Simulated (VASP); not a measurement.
# Al16N15 (a cell with a defect) in VASP: further runs, part 2 of 2

VASP 6.6.1.

### Step 3. Single point, PBEsol, collinear spin, ferromagnetic start

Input file INCAR:

```
SYSTEM = Al16N15
PREC     = Accurate       ! precision mode
ENCUT    = 450            ! plane-wave cutoff, eV
EDIFF    = 1E-5           ! SCF threshold, eV
ISMEAR   = 0              ! smearing method
SIGMA    = 0.03           ! smearing width, eV
LREAL    = Auto         
LASPH    = .True.         ! aspherical terms in the spheres
NELM     = 120            ! most SCF steps
ALGO     = Normal         ! electronic algorithm
ISIF     = 2              ! what is computed and relaxed
LWAVE    = .False.        ! write WAVECAR
LCHARG   = .False.        ! write CHGCAR
ISPIN    = 2              ! spin polarisation
MAGMOM   = 0.5 0 0 0 0 0 0 0 0.5 0 0.5 0 0.5 0 0 0 0 0 0 0 0 0 0 0 0 0 0 0 0 0 0 ! initial moments
LORBIT   = 11             ! projections on sites
GGA      = PS             ! functional
NELECT   = 122.0        
ISYM     = 0            
KPAR     = 4
```

Input file KPOINTS:

```
Automatic mesh
0
Gamma
  3 3 2
  0 0 0
```

Input file POSCAR:

```
Al16N15                                 
1.0
    6.2200008610      0.0000000000      0.0000000000
   -3.1100004305      5.3866787572      0.0000000000
    0.0000000000      0.0000000000      9.9600000000
  Al              N             
    16    15
Direct
     0.3327669280401301    0.1658860962109195    0.9804460127576140
     0.3325570308876734    0.1676327042835165    0.5018612580547341
     0.3349887854449865    0.6681570851403443    0.0004323427928380
     0.3348297044341156    0.6689412218953612    0.5012864046525874
     0.8318541224297509    0.1650045963006421    0.0006135509316190
     0.8315435379137784    0.1653592269758654    0.5013665953000853
     0.8313908408278848    0.6680789200897252    0.0001560715386786
     0.8312342337883656    0.6688445440948292    0.5012778661419356
     0.1600864637069664    0.3408630478631528    0.2532391800838067
     0.1651290497275853    0.3351179109318387    0.7486667767710568
     0.1588906244110944    0.8224217107184898    0.2525661636197313
     0.1647313848807677    0.8312450390475609    0.7483058265157558
     0.6781946528836506    0.3419821252195586    0.2530057950888471
     0.6684251887231788    0.3348275430673684    0.7484629347339732
     0.6655672321498014    0.8345229906497582    0.2520838634805276
     0.6660850804967177    0.8338422569392857    0.7504863440831788
     0.3326580368002692    0.1671097005616106    0.6935495686680430
     0.3332122215100876    0.6687214010929062    0.1907816737776797
     0.3330483078286187    0.6673275581906066    0.6913690561457237
     0.8318184946853940    0.1672681399295990    0.1909578158550617
     0.8327041547325678    0.1669481752159172    0.6915231422682002
     0.8317722857236572    0.6688986820386439    0.1904247150496647
     0.8323830511697097    0.6671884196245969    0.6913163121427105
     0.1663856163980750    0.3340275184623704    0.4416149076147303
     0.1655791985812975    0.3344813283704393    0.9422883537780410
     0.1662695478942265    0.8353563228674635    0.4411747033526858
     0.1646321554916564    0.8307537613674900    0.9412305120546919
     0.6649675123199921    0.3338234772364013    0.4415818672856974
     0.6682158190025697    0.3346068619960963    0.9416924620632647
     0.6658702305024934    0.8344252668791436    0.4416625099432177
     0.6661275066129133    0.8339263667385010    0.9414894134536188
```

Potentials or basis: VASP PAW PBE potentials, release 64 (Al, N).

Command:

```sh
cat potpaw_PBE.64/Al/POTCAR potpaw_PBE.64/N/POTCAR > POTCAR
mpirun -np 4 vasp_std > vasp.out
```

OUTCAR:

```text
SYSTEM = Al16N15
   PREC = Accurate
   ENCUT = 450
   EDIFF = 1E-5
   ISMEAR = 0
   LREAL = Auto
   LASPH = .True.
   NELM = 120
   ISIF = 2
   ISPIN = 2
   LORBIT = 11
   GGA = PS
   NELECT = 122.0
   ISYM = 0

 ion  position               nearest neighbor table
   1  0.333  0.166  0.980-  27 1.85  29 1.85  25 1.85  12 2.93  14 2.93  10 2.94   3 3.11   5 3.11
                             7 3.11   7 3.12   5 3.12   3 3.12  11 3.28  13 3.29   9 3.30
   2  0.333  0.168  0.502-  28 1.89  26 1.89  24 1.89  17 1.91  10 3.05  14 3.05  12 3.05   9 3.10
                            13 3.10  11 3.10   4 3.11   6 3.11   8 3.11   8 3.11   6 3.11   4 3.11
   3  0.335  0.668  0.000-  31 1.88  27 1.89  25 1.89  18 1.90  16 3.06   9 3.07  15 3.07  11 3.08
                            10 3.08  12 3.09   7 3.09   5 3.09   1 3.11   1 3.12   5 3.13   7 3.13
   4  0.335  0.669  0.501-  30 1.88  19 1.89  24 1.90  26 1.90   9 3.04  12 3.04  11 3.05  10 3.05
                            15 3.06  16 3.06   8 3.09   6 3.09   2 3.11   2 3.11   6 3.13   8 3.13
   5  0.832  0.165  0.001-  31 1.88  29 1.89  25 1.89  20 1.90  16 3.06  15 3.07   9 3.08  13 3.08
                            10 3.09  14 3.09   7 3.09   3 3.09   1 3.11   1 3.12   3 3.13   7 3.13
   6  0.832  0.165  0.501-  30 1.88  21 1.89  24 1.90  28 1.90   9 3.04  14 3.04  13 3.05  10 3.05
                            15 3.06  16 3.06   8 3.09   4 3.09   2 3.11   2 3.11   4 3.13   8 3.13
   7  0.831  0.668  0.000-  31 1.88  29 1.89  27 1.89  22 1.90  16 3.06  13 3.07  11 3.07  15 3.08
[... 1777 lines left out ...]
     0.000000000  0.000000000  9.960000000     0.000000000  0.000000000  0.100401606

 POSITION                                       TOTAL-FORCE (eV/Angst)
 -----------------------------------------------------------------------------------
      1.55390      0.89358      9.76524        -0.034951      0.059507      0.503912
      1.54717      0.90298      4.99854        -0.000081     -0.005212     -0.032624
      0.00566      3.59915      0.00431        -0.050837     -0.054158     -0.238902
      0.00223      3.60337      4.99281        -0.085597     -0.048312      0.078195
      4.66097      0.88883      0.00611         0.006901      0.081007     -0.239433
      4.65793      0.89074      4.99361        -0.005253      0.100959      0.084248
[... 23 lines left out ...]
      1.54665      4.49478      4.39896         0.000409     -0.008815     -0.144835
      1.54980      4.49209      9.37723        -0.006752      0.000314      0.090974
 -----------------------------------------------------------------------------------
    total drift:                                0.003780      0.001445      0.000815

  FREE ENERGIE OF THE ION-ELECTRON SYSTEM (eV)
  ---------------------------------------------------
  free  energy   TOTEN  =      -245.3338423160 eV

  energy  without entropy=     -245.3338423160  energy(sigma->0) =     -245.33384232

 total charge

# of ion       s       p       d       tot
------------------------------------------
    1        0.379   0.422   0.000   0.801
    2        0.365   0.435   0.000   0.799
    3        0.366   0.440   0.000   0.806
    4        0.366   0.438   0.000   0.804
    5        0.366   0.440   0.000   0.805
    6        0.366   0.438   0.000   0.804
[... 23 lines left out ...]
   30        1.223   2.619   0.000   3.841
   31        1.222   2.616   0.000   3.839
--------------------------------------------------
tot         24.264  46.028   0.000  70.292

 magnetization (x)

# of ion       s       p       d       tot
------------------------------------------
    1       -0.000   0.000   0.000   0.000
    2        0.000   0.000   0.000   0.000
    3        0.000   0.000   0.000   0.000
    4        0.000   0.000   0.000   0.000
    5        0.000   0.000   0.000   0.000
    6        0.000   0.000   0.000   0.000
[... 23 lines left out ...]
   30       -0.000  -0.000   0.000  -0.000
   31       -0.000  -0.000   0.000  -0.000
--------------------------------------------------
tot         -0.000  -0.000   0.000  -0.000
```

stdout:

```text
POSCAR found type information on POSCAR AlN
 POSCAR found :  2 types and      31 ions
 scaLAPACK will be used
 -----------------------------------------------------------------------------
|                                                                             |
|                                                                             |
|     You enforced a specific xc type in the INCAR file but a different       |
|     I HOPE YOU KNOW WHAT YOU ARE DOING!                                     |
|                                                                             |
 -----------------------------------------------------------------------------

 LDA part: xc-table for (Slater+PW92), standard interpolation
 POSCAR, INCAR and KPOINTS ok, starting setup
 FFT: planning ... GRIDC
 FFT: planning ... GRID_SOFT
 FFT: planning ... GRID
 WAVECAR not read
 entering main loop
 the old and the new charge density differ
 old charge density:   123.00000 new  122.00000
BRMIX: very serious problems
 the old and the new charge density differ
 old charge density:   123.00000 new  122.00000
BRMIX: very serious problems
 the old and the new charge density differ
 old charge density:   123.00000 new  122.00000
BRMIX: very serious problems
 the old and the new charge density differ
 old charge density:   123.00000 new  122.00000
    0.324E+01
```

Wall time 2.7 min (4 MPI ranks of AMD EPYC 9R14 (Zen 4), shared host); peak memory 0.64 GiB.

What came out:

```yaml
Free_energy: -245.3338 eV
Largest_force: 0.773 eV/Å
Band_gap_on_the_k_mesh: 2.71 eV, indirect (least direct gap 2.82 eV)
Net_moment: 0.00 μB per cell
Valence_electrons_inside_the_program's_atomic_spheres: Al 0.80, 0.81, 0.78, 0.79; N 3.83, 3.84, 3.82
```

Forces on the atoms (eV/Å):
```
Al  -0.035  0.060  0.504
Al   0.000 -0.005 -0.033
Al  -0.051 -0.054 -0.239
Al  -0.086 -0.048  0.078
Al   0.007  0.081 -0.239
Al  -0.005  0.101  0.084
Al   0.056 -0.039 -0.257
Al   0.102 -0.050  0.094
Al   0.591 -0.383 -0.092
Al  -0.028  0.000  0.077
Al   0.082  0.769  0.000
Al  -0.008 -0.016  0.042
Al  -0.582 -0.488 -0.040
Al   0.004  0.021  0.058
Al  -0.040  0.061  0.045
Al   0.000  0.005 -0.008
N    0.003 -0.004 -0.005
N    0.051 -0.003  0.065
N    0.012  0.008 -0.033
N    0.015 -0.034  0.078
N    0.010 -0.014 -0.045
N   -0.041  0.006  0.069
N   -0.012  0.012 -0.025
N   -0.058  0.039 -0.064
N   -0.060  0.020 -0.031
N   -0.015 -0.090 -0.051
N   -0.007 -0.034  0.076
N    0.063  0.065 -0.086
N    0.039  0.023  0.029
N    0.000 -0.009 -0.145
N   -0.007  0.000  0.091
```

Caveat: the cell is charged against a uniform background, so pressure and absolute levels hang on convention; the PAW data sets were made with another functional, which shifts forces and pressure a little.
